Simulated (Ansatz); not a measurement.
## ¹⁷O nuclear quadrupole resonance in SiO2

Cell: a structure deposited in the COD (the cell was measured well above room temperature).

```cif
data_SiO2
_symmetry_space_group_name_H-M 'P4_12_12'
_symmetry_Int_Tables_number 92
_cell_length_a 4.9930
_cell_length_b 4.9930
_cell_length_c 7.0050
_cell_angle_alpha 90.000
_cell_angle_beta 90.000
_cell_angle_gamma 90.000
loop_
_atom_site_label
_atom_site_type_symbol
_atom_site_symmetry_multiplicity
_atom_site_Wyckoff_symbol
_atom_site_fract_x
_atom_site_fract_y
_atom_site_fract_z
Si Si 4 a 0.2966 0.2966 0.0000
O O 8 b 0.2406 0.0966 0.1747
```

One atom of each set is listed.

Level of theory: DFT, PBE, plane waves and PAW (field gradients read without the response of the frozen cores, which leaves them typically 4 to 6 % off), scalar-relativistic, 420 eV cutoff, Γ-centred 5×5×3 k-points, Fermi–Dirac smearing 0.02 eV (Ansatz 0.2.0).

¹⁷O: I = 5/2, Q = -25.58 mb (year-2017 value). Static lattice, zero field.

(1) Predict the zero-field ¹⁷O lines of each site.

## Answers

(1) For I = 5/2 and η = 0 the lines are 3|C_Q|/20 and twice that; η pulls their ratio below 2.

```csv
site,atoms,V_zz (10²¹ V/m²),C_Q (MHz),η,line frequencies (MHz)
O,8,9.49,-5.87,0.11,"0.893, 1.76"
```

At O V_zz runs parallel to the line that joins its two neighbours (within 1°).

The calculated pressure of 8 GPa (PBE) comes largely from the unrelaxed atoms: it is 0.9 GPa once they are relaxed in the same cell. The largest force is 0.5 eV/Å, so the atoms aren't at the calculated equilibrium and relaxing them would move these values.
